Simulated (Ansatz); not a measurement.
# ZrS2 (CdI2 type): zero-pressure volume and bulk modulus with PBEsol

An exercise on one series of results from a longer session: the logs are not shown, and one member is left open.

Method: DFT PBEsol, scalar-relativistic, plane waves, PAW, in Ansatz 0.2.0.

1 further run of the same task is left out (set aside as unsound or not needed). Runs told in other sessions of the task aren't counted.

## The structure to begin with

The structure is trigonal, space group P-3m1 (No. 164). Conventional cell: a = 3.644 Å, b = 3.644 Å, c = 5.806 Å, α = 90.00°, β = 90.00°, γ = 120.00°. Zr (site symmetry -3m) is surrounded by 6 S at 2.56 Å. S (site symmetry 3m) is surrounded by 3 Zr at 2.56 Å.

As a file:

```xyz
3
Lattice="3.6437 0.0000 0.0000 -1.8219 3.1556 0.0000 0.0000 0.0000 5.8059" Properties=species:S:1:pos:R:3 pbc="T T T"
Zr    0.0000    0.0000    0.0000
S     0.0000    2.1037    1.4573
S     1.8219    1.0519    4.3486
```

At PBE, an earlier run found 2.32 GPa for this cell of 22.252 Å³/atom (8×8×4 mesh), gap on the mesh 0.77 eV.

The first run:

File input.yaml:

```yaml
crystal:
  lattice:
    - [3.643748191, 0.0, 0.0]
    - [-1.8218740955, 3.1555784984, 0.0]
    - [0.0, 0.0, 5.8059423572]
  atoms:
    - { symbol: Zr, position: [0.0, 0.0, 0.0] }
    - { symbol: S, position: [0.3333333333, 0.6666666667, 0.2510079396] }
    - { symbol: S, position: [0.6666666667, 0.3333333333, 0.7489920604] }
basis:
  ecutwfc: 420
  ecutrho_ratio: 4
kpoints:
  mp_grid: { grid: [8, 8, 4] }
hamiltonian:
  xc: pbesol
scf:
  occupations: { method: gaussian, width: 0.05 }
output:
  forces: true
  stress: true
  eigenvalues: true
relax:
  f_tol: 0.02
  max_steps: 40
  cell: { stress_tol: 0.2, fix: [volume] }
```

On the command line:

```bash
ansatz run input.yaml --threads 4 --pin off --max-ram 8192MiB --backend cpu --events-out ev --progress --plain --runs-dir out
```

Among the steps run: At the given cell; Stepping to 22.342 Å³/atom; Volume × 0.98 of the new zero; Volume × 1.02 of the new zero; Volume × 0.96 of the new zero; Volume × 1.04 of the new zero.

One table of the session follows, with a row left open; its other results are not shown here.

It belongs to the step «Energy and pressure against volume». 

| volume (Å³/atom) | energy (meV/atom) | pressure (GPa) |
| --- | --- | --- |
| 21.448 | 2.65 | 0.99 |
| 21.895 | ? | ? |
| 22.342 | 0.00 | 0.00 |
| 22.788 | 0.36 | -0.31 |
| 23.235 | 1.35 | -0.49 |

**Question.** Estimate the row for volume (Å³/atom) = 21.895.

Worked estimate for «energy (meV/atom)». A straight line through the neighbours (21.448, 2.65) and (22.342, 0.00) gives 2.65 + (0.00 − 2.65) × (21.895 − 21.448) / (22.342 − 21.448) = 1.32; a parabola fitted to 3 rows on both sides gives 0.76.

The run gave: energy (meV/atom): 0.63; pressure (GPa): 0.40. In «energy (meV/atom)» the line misses by +0.69 and the parabola by +0.13.
